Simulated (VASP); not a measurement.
# HfC (F-43m) in VASP: further runs

One crystal, HfC, is run at these levels: PBEsol; tasks: single point, relaxation of cell and atoms.

Program: VASP 6.6.1. These are calculated values, not measurements. Logs are shortened: lines on timing, memory, paths and dates and some standing lists are left out, and cuts for length are marked.

**1. The structure**

It takes space group F-43m (No. 216, cubic). Conventional cell: a = 4.993 Å, b = 4.993 Å, c = 4.993 Å, α = 90.00°, β = 90.00°, γ = 90.00°. Hf (site symmetry -43m) is surrounded by 4 C at 2.16 Å. C (site symmetry -43m) has 4 Hf at 2.16 Å as nearest neighbours.

The cell was built by a generator and needn't be a form met in nature.

**2. Single point, PBEsol**

INCAR

```
PREC = Accurate
ENCUT = 520
EDIFF = 1E-6
ISMEAR = -1
SIGMA = 0.05
LREAL = F
LASPH = T
NELM = 100
ALGO = Normal
ISIF = 2
LWAVE = F
LCHARG = F
GGA = PS
NBANDS = 14
```

KPOINTS

```
regular mesh
0
Gamma
  6 6 6
```

POSCAR

```
HfC
1.0
    0.0000000000      2.4967430555      2.4967430555
    2.4967430555      0.0000000000      2.4967430555
    2.4967430555      2.4967430555      0.0000000000
Hf C
1 1
Direct
    0.0000000000      0.0000000000      0.0000000000
    0.2500000000      0.2500000000      0.2500000000
```

Potentials or basis: VASP PAW PBE potentials, release 64 (Hf_pv, C).

The run is started by

```bash
cat potpaw_PBE.64/Hf_pv/POTCAR potpaw_PBE.64/C/POTCAR > POTCAR
mpirun -np 1 vasp_std > vasp.out
```

OUTCAR:

```text
PREC = Accurate
   ENCUT = 520
   EDIFF = 1E-6
   ISMEAR = -1
   LREAL = F
   LASPH = T
   NELM = 100
   ISIF = 2
   GGA = PS

 ion  position               nearest neighbor table
   1  0.000  0.000  0.000-   2 2.16   2 2.16   2 2.16   2 2.16
   2  0.250  0.250  0.250-   1 2.16   1 2.16   1 2.16   1 2.16

  LATTYP: Found a face centered cubic cell.
 ALAT       =     4.9934861110

  Lattice vectors:

 A1 = (   0.0000000000,   2.4967430555,   2.4967430555)
 A2 = (   2.4967430555,   0.0000000000,   2.4967430555)
 A3 = (   2.4967430555,   2.4967430555,   0.0000000000)

Analysis of symmetry for initial positions (statically):
=====================================================================
 Subroutine PRICEL returns:
 Original cell was already a primitive cell.

 Routine SETGRP: Setting up the symmetry group for a
 face centered cubic supercell.

 Subroutine GETGRP returns: Found 24 space group operations
 (whereof 24 operations were pure point group operations)
 out of a pool of 48 trial point group operations.

The static configuration has the point symmetry T_d .

Analysis of symmetry for dynamics (positions and initial velocities):
=====================================================================
 Subroutine PRICEL returns:
 Original cell was already a primitive cell.

 Routine SETGRP: Setting up the symmetry group for a
 face centered cubic supercell.

 Subroutine GETGRP returns: Found 24 space group operations
 (whereof 24 operations were pure point group operations)
 out of a pool of 48 trial point group operations.

The dynamic configuration has the point symmetry T_d .

 Subroutine INISYM returns: Found 24 space group operations
 (whereof 24 operations are pure point group operations),
 and found     1 'primitive' translations

----------------------------------------------------------------------------------------

                                     Primitive cell

  volume of cell :      31.1280

  direct lattice vectors                    reciprocal lattice vectors
     0.000000000  2.496743056  2.496743056    -0.200260895  0.200260895  0.200260895
     2.496743056  0.000000000  2.496743056     0.200260895 -0.200260895  0.200260895
     2.496743056  2.496743056  0.000000000     0.200260895  0.200260895 -0.200260895

  length of vectors
     3.530927891  3.530927891  3.530927891     0.346862046  0.346862046  0.346862046

  position of ions in fractional coordinates (direct lattice)
     0.000000000  0.000000000  0.000000000
     0.250000000  0.250000000  0.250000000

  ion indices of the primitive-cell ions
   primitive index   ion index
                 1           1
                 2           2

----------------------------------------------------------------------------------------

 KPOINTS: regular mesh

Automatic generation of k-mesh.
 Grid dimensions read from file:
 generate k-points for:    6    6    6

 Generating k-lattice:

  Cartesian coordinates                     Fractional coordinates (reciprocal lattice)
    -0.033376816  0.033376816  0.033376816     0.166666667  0.000000000  0.000000000
     0.033376816 -0.033376816  0.033376816     0.000000000  0.166666667  0.000000000
     0.033376816  0.033376816 -0.033376816     0.000000000  0.000000000  0.166666667

  Length of vectors
     0.057810341  0.057810341  0.057810341

  Shift w.r.t. Gamma in fractional coordinates (k-lattice)
     0.000000000  0.000000000  0.000000000

 Subroutine IBZKPT returns following result:
 ===========================================

 Found     16 irreducible k-points:

 Following reciprocal coordinates:
            Coordinates               Weight
  0.000000  0.000000  0.000000      1.000000
  0.166667  0.000000  0.000000      8.000000
  0.333333  0.000000  0.000000      8.000000
  0.500000  0.000000  0.000000      4.000000
  0.166667  0.166667  0.000000      6.000000
  0.333333  0.166667  0.000000     24.000000
[... 8 lines left out ...]
 -0.333333  0.333333  0.166667     24.000000
 -0.333333  0.500000  0.166667     12.000000
   k-points           NKPTS =     16   k-points in BZ     NKDIM =     16   number of bands    NBANDS=     14
   number of dos      NEDOS =    301   number of ions     NIONS =      2
   total plane-waves  NPLWV =  21952
   dimension x,y,z NGX =    28 NGY =   28 NGZ =   28
   dimension x,y,z NGXF=    56 NGYF=   56 NGZF=   56
   ions per type =               1   1
   NGX,Y,Z   is equivalent  to a cutoff of  13.18, 13.18, 13.18 a.u.
   NGXF,Y,Z  is equivalent  to a cutoff of  26.37, 26.37, 26.37 a.u.
 SYSTEM =  unknown system
   PREC   = accura    normal or accurate (medium, high low for compatibility)
   ISTART =      0    job   : 0-new  1-cont  2-samecut
   ICHARG =      2    charge: 1-file 2-atom 10-const
   ISPIN  =      1    spin polarized calculation?
   LNONCOLLINEAR =      F non collinear calculations
   LSORBIT =      F    spin-orbit coupling
   LASPH  =      T    aspherical Exc in radial PAW
   ENCUT  =  520.0 eV  38.22 Ry    6.18 a.u.   6.57  6.57  6.57*2*pi/ulx,y,z
   NELM   =    100;   NELMIN=  2; NELMDL= -5     # of ELM steps
   EDIFF  = 0.1E-05   stopping-criterion for ELM
   LREAL  =      F    real-space projection
   EDIFFG = 0.1E-04   stopping-criterion for IOM
   NSW    =      0    number of steps for IOM
   IBRION =     -1    ionic relax: 0-MD 1-quasi-New 2-CG
   NFREE  =      0    steps in history (QN), initial steepest desc. (CG)
   ISIF   =      2    stress and relaxation
   ISYM   =      2    0-nonsym 1-usesym 2-fastsym
   POTIM  = 0.5000    time-step for ionic-motion
   TEBEG  =    0.0;   TEEND  =   0.0 temperature during run
   PSTRESS=    0.0 pullay stress
   NELECT =      14.0000    total number of electrons
   NUPDOWN=      -1.0000    fix difference up-down
   EMIN   =  10.00;   EMAX   =-10.00  energy-range for DOS
   EFERMI =   0.00;   METHOD = LEGACY
   ISMEAR =    -1;   SIGMA  =   0.05  broadening in eV -4-tet -1-fermi 0-gaus
   EFERMI_NEDOS =   21; number of points for ismear=-14 and -15
   IALGO  =     38    algorithm
   IMIX   =      4    mixing-type and parameters
     AMIX     =   0.40;   BMIX     =  1.00
     AMIX_MAG =   1.60;   BMIX_MAG =  1.00
  volume/ion in A,a.u.               =      15.56       105.03
  Fermi-wavevector in a.u.,A,eV,Ry     =   1.254297  2.370277 21.405509  1.573261
  Thomas-Fermi vector in A             =   2.388109
   LORBIT       =      0    0 simple, 1 ext, 2 COOP (PROOUT), +10 PAW based schemes
   GGA     = PS    functional components
   LHFCALC =     F    Hartree Fock is set to
   AEXX    =    0.0000 exact exchange contribution
   IVDW    =     0    specifies the selected vdW correction
   LEPSILON=     F    determine dielectric tensor
   LRPA    =     F    only Hartree local field effects (RPA)
 non-spin polarized calculation
  energy-cutoff  :      520.00
  volume of cell :       31.13
 maximum number of plane-waves:       869
 NGX is ok and might be reduce to    28
   NGX = 13   NGY = 13   NGZ = 13

 number of electron      13.9999999 magnetization

 Free energy of the ion-electron system (eV)
  ---------------------------------------------------
  ext. energy  EPLUGINS =         0.00000000
  ---------------------------------------------------
  free energy    TOTEN  =       -20.71721114 eV

  energy without entropy =      -20.71405649  energy(sigma->0) =      -20.71563381

 E-fermi :   3.8567     XC(G=0): -11.1051

 val. band max:        3.7223153309   @ k =  -0.3333   0.5000   0.1667
 cond. band min:       3.9821757525   @ k =  -0.3333   0.5000   0.1667
 fundamental gap:      0.2598604215
 Fermi energy:         3.8567417583

 k-point     1 :       0.0000    0.0000    0.0000
  band No.  band energies     occupation
      1     -25.7669      2.00000
      2     -25.7669      2.00000
      3     -25.7669      2.00000
      4      -7.0235      2.00000
      5       1.3614      2.00000
      6       1.3614      2.00000
      7       1.3614      2.00000
      8       7.0527      0.00000
      9       7.3536      0.00000
     10       7.3536      0.00000
     11      13.0147      0.00000
     12      13.0147      0.00000
     13      13.0147      0.00000
     14      17.7199      0.00000

 k-point     2 :       0.1667    0.0000    0.0000
  band No.  band energies     occupation
      1     -25.8600      2.00000
      2     -25.7801      2.00000
      3     -25.7801      2.00000
      4      -6.5796      2.00000
      5       0.8387      2.00000
      6       1.5763      2.00000
      7       1.5763      2.00000
      8       7.0618      0.00000
      9       7.0618      0.00000
     10       8.2152      0.00000
     11      12.3993      0.00000
     12      13.4892      0.00000
     13      13.4892      0.00000
     14      15.2805      0.00000

 k-point     3 :       0.3333    0.0000    0.0000
  band No.  band energies     occupation
      1     -26.0405      2.00000
      2     -25.8062      2.00000
      3     -25.8062      2.00000
      4      -5.6930      2.00000
      5       0.4808      2.00000
      6       1.8925      2.00000
      7       1.8925      2.00000
      8       7.2926      0.00000
      9       7.2926      0.00000
     10       8.7136      0.00000
     11      11.3171      0.00000
     12      12.4748      0.00000
     13      12.4748      0.00000
     14      13.8701      0.00000
[... 188 lines left out ...]
 k-point    15 :      -0.3333    0.3333    0.1667
  band No.  band energies     occupation
      1     -26.0573      2.00000
      2     -25.9549      2.00000
      3     -25.8698      2.00000
      4      -4.7639      2.00000
      5       0.9306      2.00000
      6       1.3799      2.00000
      7       3.1344      2.00000
      8       4.8279      0.00000
      9       7.4732      0.00000
     10       8.5290      0.00000
     11      11.1538      0.00000
     12      11.9276      0.00000
     13      14.1917      0.00000
     14      16.5017      0.00000

 k-point    16 :      -0.3333    0.5000    0.1667
  band No.  band energies     occupation
      1     -26.0679      2.00000
      2     -25.9488      2.00000
      3     -25.9016      2.00000
      4      -4.6137      2.00000
      5       0.2053      2.00000
      6       2.4001      2.00000
      7       3.7223      1.87269
      8       3.9822      0.15050
      9       7.4290      0.00000
     10       8.8895      0.00000
     11      10.1324      0.00000
     12      11.7113      0.00000
     13      16.4602      0.00000
     14      17.1590      0.00000

------------------------ aborting loop because EDIFF is reached ----------------------------------------

  FORCE on cell =-STRESS in cart. coord.  units (eV):
  Direction    XX          YY          ZZ          XY          YZ          ZX
  --------------------------------------------------------------------------------------
  -------------------------------------------------------------------------------------
  Total       -0.0295637     -0.0295637     -0.0295637     -0.0000000     -0.0000000      0.0000000
  in kB       -1.5216609     -1.5216609     -1.5216609     -0.0000000     -0.0000000      0.0000000
  external PRESSURE =      -1.5216609 kB  Pullay stress =       0.0000000 kB

 VOLUME and BASIS-vectors are now :
 -----------------------------------------------------------------------------
  energy-cutoff  :      520.00
  volume of cell :       31.13
      direct lattice vectors                 reciprocal lattice vectors
     0.000000000  2.496743056  2.496743056    -0.200260895  0.200260895  0.200260895
     2.496743056  0.000000000  2.496743056     0.200260895 -0.200260895  0.200260895
     2.496743056  2.496743056  0.000000000     0.200260895  0.200260895 -0.200260895

 POSITION                                       TOTAL-FORCE (eV/Angst)
 -----------------------------------------------------------------------------------
      0.00000      0.00000      0.00000         0.000000     -0.000000      0.000000
      1.24837      1.24837      1.24837        -0.000000      0.000000     -0.000000
 -----------------------------------------------------------------------------------
    total drift:                               -0.000000     -0.000000     -0.000000

  FREE ENERGIE OF THE ION-ELECTRON SYSTEM (eV)
  ---------------------------------------------------
  free  energy   TOTEN  =       -20.7172111357 eV

  energy  without entropy=      -20.7140564880  energy(sigma->0) =      -20.71563381
```

Run time: 6.2 s. Hardware: 1 thread of AMD EPYC 9R45 (Zen 5), shared host; peak memory 0.12 GiB.

What came out:

```
Free energy            : -20.7172 eV
Pressure               : -0.2 GPa
Band gap on the k mesh : 0.26 eV, direct
```

Caveat: the PAW data sets were made with another functional, which shifts forces and pressure a little; spin-orbit coupling is left out, which moves the levels of the heavy elements.

**3. Relaxation of cell and atoms, PBEsol**

INCAR

```
  ALGO = Normal
  EDIFF = 1E-7
  EDIFFG = -0.01
  ENCUT = 600
  GGA = PS
  IBRION = 2
  ISIF = 3
  ISMEAR = -1
  LASPH = T
  LCHARG = F
  LREAL = F
  LWAVE = F
  NELM = 100
  NSW = 80
  PREC = Accurate
  SIGMA = 0.05
```

KPOINTS

```
k-points
0
Gamma
  6 6 6
```

POSCAR is that of step 2.

Potentials or basis: VASP PAW PBE potentials, release 64 (Hf_pv, C).

The run is started by

```bash
cat potpaw_PBE.64/Hf_pv/POTCAR potpaw_PBE.64/C/POTCAR > POTCAR
mpirun -np 1 vasp_std > vasp.out
```

Run time: 11 s. Hardware: 1 thread of AMD EPYC 9R45 (Zen 5), shared host; peak memory 0.13 GiB.

It converged, with:

```yaml
Free_energy: -20.7179 eV
Relaxed_volume: 15.54 Å³/atom
Relaxed_cell: a = 3.529 Å, b = 3.529 Å, c = 3.529 Å, α = 60.00°, β = 60.00°, γ = 60.00°
Space_group_after_relaxing_to_0.05_Å: F-43m (No. 216)
Energy_gained_by_relaxing: 0.0 meV/atom
Ionic_steps: 3
Pressure_after_relaxing: 0.0 GPa
Band_gap_on_the_k_mesh: 0.26 eV, direct
```

Final structure:
```
Hf C
1.0
     0.00000    2.49571    2.49571
     2.49571    0.00000    2.49571
     2.49571    2.49571    0.00000
Hf C
1 1
Direct
  0.00000 0.00000 0.00000
  0.25000 0.25000 0.25000
```

Levels at points of the mesh, in eV from the valence-band top:
```tsv
k point	band 3	band 4	band 5	band 6	band 7	band 8	band 9	band 10	band 11
(0.00, 0.00, 0.00)	-29.48	-10.75	-2.37	-2.37	-2.37	3.34	3.63	3.63	9.30
(0.50, 0.00, 0.00)	-29.54	-9.01	-3.04	-1.75	-1.75	3.98	4.42	4.42	6.68
(0.50, 0.50, 0.00)	-29.62	-8.35	-4.29	-0.05	-0.05	0.42	4.49	5.37	5.96
```

Caveat: the PAW data sets were made with another functional, which shifts forces and pressure a little; spin-orbit coupling is left out, which moves the levels of the heavy elements. PBEsol gaps usually lie below the measured ones, often by a third to a half.
